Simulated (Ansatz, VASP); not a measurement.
## One calculation of BaS, two programs

```
Ba S
1.0
     0.00000    3.19375    3.19375
     3.19375    0.00000    3.19375
     3.19375    3.19375    0.00000
Ba S
1 1
Direct
  0.00000 0.00000 0.00000
  0.50000 0.50000 0.50000
```

Alike in both runs: task single point; functional PBE; k mesh 7 × 7 × 7; occupations gaussian, width 0.029 eV; no spin polarisation.

|  | VASP | Ansatz |
| --- | --- | --- |
| version | VASP 6.6.1 | Ansatz 0.2.0 |
| potentials or method | VASP PAW PBE potentials, release 64 (Ba_sv, S) | Ansatz PAW |
| plane-wave cutoff (eV) | 520 | 420 |
| valence electrons in the cell | 16 | 16 |

```csv
,VASP,Ansatz,Ansatz less VASP
gap on the k mesh at the Fermi level (eV),2.17,2.26,+0.098
least direct gap on the mesh (eV),2.31,2.38,+0.066
pressure (GPa),1.4,0.8,-0.59
```

Caveats: spin-orbit coupling is left out, which moves the levels of the heavy elements; an odd mesh through Γ misses points on the zone boundary, where band edges often lie (VASP); odd divisions of the mesh miss points on the zone boundary, where band edges often lie, so the gap on the mesh can be too wide (Ansatz). PBE gaps usually lie below the measured ones, often by a third to a half.
